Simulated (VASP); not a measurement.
A run of VASP 6.6.1 is set up as follows.

INCAR

```
SYSTEM = Os
PREC     = Accurate       ! precision mode
ENCUT    = 300            ! plane-wave cutoff, eV
EDIFF    = 1E-7           ! SCF threshold, eV
ISMEAR   = 1              ! smearing method
SIGMA    = 0.1            ! smearing width, eV
LREAL    = .FALSE.        ! projectors in reciprocal space
LASPH    = .TRUE.         ! aspherical terms in the spheres
NELM     = 80             ! most SCF steps
ALGO     = Normal         ! electronic algorithm
ISIF     = 4              ! what is computed and relaxed
LWAVE    = .FALSE.        ! write WAVECAR
LCHARG   = .FALSE.        ! write CHGCAR
GGA      = PE             ! functional
IBRION   = 2              ! ionic algorithm
NSW      = 40             ! ionic steps
EDIFFG   = -0.01          ! ionic threshold
```

The input KPOINTS:

```
Automatic mesh
0
G
  8 8 5
  0 0 0
```

The input POSCAR:

```
Os                                      
1.0
    2.7300944818      0.0000000000      0.0000000000
   -1.3650472408      2.3643311759      0.0000000000
    0.0000000000      0.0000000000      4.3093523551
  Os            
     2
Direct
     0.3333333332999970    0.6666666667000030    0.2500000000000000
     0.6666666667000030    0.3333333332999970    0.7500000000000000
```

Potentials or basis: VASP PAW PBE potentials, release 64 (Os).

Run with:

```console
$ cat potpaw_PBE.64/Os/POTCAR > POTCAR
$ mpirun -np 1 vasp_std > vasp.out
```

Task: Predict the energy gained by relaxing.

Result: 0.0 meV/atom.

Task: Predict the band gap on the k mesh.

Result: None (metal or under the smearing width).

Final structure:
```cif
data_structure
_symmetry_space_group_name_H-M 'P 1'
_symmetry_Int_Tables_number 1
_cell_length_a 2.7290
_cell_length_b 2.7290
_cell_length_c 4.3128
_cell_angle_alpha 90.000
_cell_angle_beta 90.000
_cell_angle_gamma 120.000
_cell_volume 27.82
loop_
_atom_site_label
_atom_site_type_symbol
_atom_site_fract_x
_atom_site_fract_y
_atom_site_fract_z
_atom_site_occupancy
Os1 Os 0.33333 0.66667 0.25000 1
Os2 Os 0.66667 0.33333 0.75000 1
```

The run has no spin-orbit coupling, so splittings on Os are missing.
